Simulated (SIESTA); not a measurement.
Runs of SIESTA 5.4.2 on CuO (Tenorite). It takes space group C2/c (No. 15, monoclinic). The conventional cell has a = 4.684 Å, b = 3.423 Å, c = 5.129 Å, α = 90.00°, β = 99.54°, γ = 90.00°. Cu (site symmetry -1) has 4 O at 1.95 to 1.96 Å as nearest neighbours. O (site symmetry 2) is surrounded by 4 Cu at 1.95 to 1.96 Å. 

```csv
task,potentials or basis,cell,gap on the mesh (eV),pressure (GPa),largest force (eV/Å)
band structure,"SG15 1.2 (PBE files) or PseudoDojo by element, DZP (energy shift 0.003 Ry; two zetas on semicore shells)",as given,none,8.0,0.10
single point,"PseudoDojo 0.4 standard (PBE files), DZP (energy shift 0.003 Ry; two zetas on semicore shells)",as given,none,7.0,0.10
band structure,"PseudoDojo 0.4 standard (PBE files), SZ (energy shift 0.003 Ry)",as given,none,14.1,(a)
single point,"PseudoDojo 0.4 standard (PBE files), DZP (energy shift 0.003 Ry; two zetas on semicore shells)","atoms moved at random, drawn with an rms of 0.05 Å",none,6.7,0.44
```

Alike in all rows: level PBE; no spin polarisation; k mesh 10 × 10 × 5; smearing fermi-dirac 0.05 eV; grid cutoff 800 Ry; energy shift 0.003 Ry.

Question: Estimate the missing entries.

Answer: (a) 0.04.

Caveats: the basis of atomic orbitals isn't converged, which shifts pressures, moduli and gaps; the run has no spin polarisation, though such a crystal can be magnetic; semilocal functionals often make such compounds metallic where correlation or magnetic order opens a gap, which also shifts bond lengths; short orbitals over semicore shells can move pressures by several GPa (some runs); the basis has no polarisation orbitals (some runs).

A gap of «none» marks a metal or a gap under the smearing width.
